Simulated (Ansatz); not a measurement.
## NaH (zincblende): G0W0 against its settings

NaH (zincblende), relaxed with r2SCAN; one-shot G0W0 in Ansatz without spin-orbit coupling. Values at 0 K without nuclear motion; spin polarisation is off, and the phase may be a hypothetical one.

```cif
data_structure
_symmetry_space_group_name_H-M 'P 1'
_symmetry_Int_Tables_number 1
_cell_length_a 3.6726
_cell_length_b 3.6726
_cell_length_c 3.6726
_cell_angle_alpha 60.000
_cell_angle_beta 60.000
_cell_angle_gamma 60.000
_cell_volume 35.03
loop_
_atom_site_label
_atom_site_type_symbol
_atom_site_fract_x
_atom_site_fract_y
_atom_site_fract_z
_atom_site_occupancy
Na1 Na 0.00000 0.00000 0.00000 1
H1 H 0.25000 0.25000 0.25000 1
```

Gaps are read over the mesh points alone. G0W0 values are finite-basis, finite-mesh values.
```
 start       potentials      frequency model   mesh  empty bands  screening cutoff (eV)  Kohn-Sham gap (eV)  G0W0 gap (eV)       rough cost
   PBE              PAW  contour deformation  4×4×4           56                     80                3.61           5.68  10 core-seconds
   PBE              PAW  contour deformation  4×4×4          131                    140                3.61           5.79  30 core-seconds
   PBE              PAW  contour deformation  4×4×4          242                    210                3.61           5.84   2 core-minutes
   PBE              PAW  contour deformation  6×6×6           56                     80                3.63           5.70  60 core-seconds
   PBE              PAW     Godby-Needs pole  4×4×4          131                    140                3.61           5.85  40 core-seconds
   PBE  norm-conserving  contour deformation  4×4×4          131                    140                3.61           5.78  70 core-seconds
   LDA              PAW  contour deformation  4×4×4          131                    140                3.27           5.61  30 core-seconds
r2SCAN              PAW  contour deformation  4×4×4          131                    140                4.05           6.17  40 core-seconds
```

Over the mesh points the PBE gap of 3.61 eV becomes a quasiparticle gap of 5.84 eV (W to L), a change of +2.23 eV. Renormalisation factors Z lie between 0.67 and 0.81.

Raising bands and cutoff together moves the gap by +0.11 eV (80 to 140 eV), then +0.05 eV (140 to 210 eV); the last step is still large, so the basis limit isn't reached. A 6×6×6 mesh in place of 4×4×4 changes the opening over PBE by 0.00 eV (the gap on the mesh by +0.02 eV, the PBE gap by +0.02 eV). The Godby-Needs plasmon pole differs from contour deformation by +0.06 eV. Norm-conserving potentials (wave cutoff 1197 eV against 420 eV) shift the quasiparticle gap by -0.01 eV and the PBE gap by 0.00 eV. Starting from LDA (3.27 eV against PBE's 3.61 eV) gives 5.61 eV, -0.18 eV from G0W0@PBE at the same screening cutoff. Starting from r2SCAN (4.05 eV against PBE's 3.61 eV) gives 6.17 eV, +0.38 eV from G0W0@PBE at the same screening cutoff. r2SCAN runs take a wave cutoff of 500 eV.
